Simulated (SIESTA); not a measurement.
Crystal: In.

```
In
1.0
     3.33548    0.00000    0.00000
    -1.66774    2.88861    0.00000
     0.00000    0.00000    5.50914
In
2
Cartesian
  1.6677 0.9629 4.1319
  0.0000 1.9257 1.3773
```

This isn't the form of In at room conditions, which is tetragonal.

* Program: SIESTA 5.4.2
* Task: relaxation of cell and atoms
* Functional: PBE
* Potentials or basis: PseudoDojo 0.5 standard (PBE files)
* Basis: DZP (energy shift 0.003 Ry; two zetas on semicore shells)
* Grid cutoff: 500 Ry
* Energy shift: 0.003 Ry
* k mesh: 9 × 9 × 5
* Occupations: fermi-dirac, width 0.05 eV
* Spin: no spin polarisation

At the start: pressure 1.8 GPa; volume 26.54 Å³/atom.

Task: Where does the relaxation end?

Result: Over 15 steps the energy falls by 21.1 meV/atom and the volume is 27.87 Å³/atom (+5.0 %); space group P6_3/mmc (No. 194, to 0.05 Å).

The path:
```
step  energy change (eV)  largest force (eV/Å)  pressure (GPa)  volume (Å³)
   1              0.0000                0.0000            1.83        53.08
   2             -0.0033                0.0000            1.56        53.43
   3             -0.0116                0.0000            0.08        55.60
   4             -0.0117                0.0001           -0.01        55.79
   5             -0.0132                0.0003           -0.51        56.67
   6             -0.0165                0.0002           -0.67        56.97
   7              0.0165                0.0002           -2.29        60.64
   8             -0.0241                0.0004           -1.11        57.58
   9             -0.0259                0.0002           -1.24        57.75
  10             -0.0279                0.0004           -1.27        57.78
  11             -0.0346                0.0003           -1.15        57.56
  12             -0.0387                0.0002           -0.80        57.02
  13             -0.0424                0.0006           -0.15        55.98
  14             -0.0423                0.0006            0.03        55.70
  15             -0.0423                0.0005            0.00        55.74
```

Final structure:
```xyz
2
Lattice="3.3020 -0.0026 0.0000 -1.6532 2.8583 0.0000 0.0000 0.0000 5.9084" Properties=species:S:1:pos:R:3 pbc="T T T"
In    1.6496    0.9514    4.4313
In   -0.0009    1.9043    1.4771
```

Caveat: the basis of atomic orbitals isn't converged, which shifts pressures, moduli and gaps.
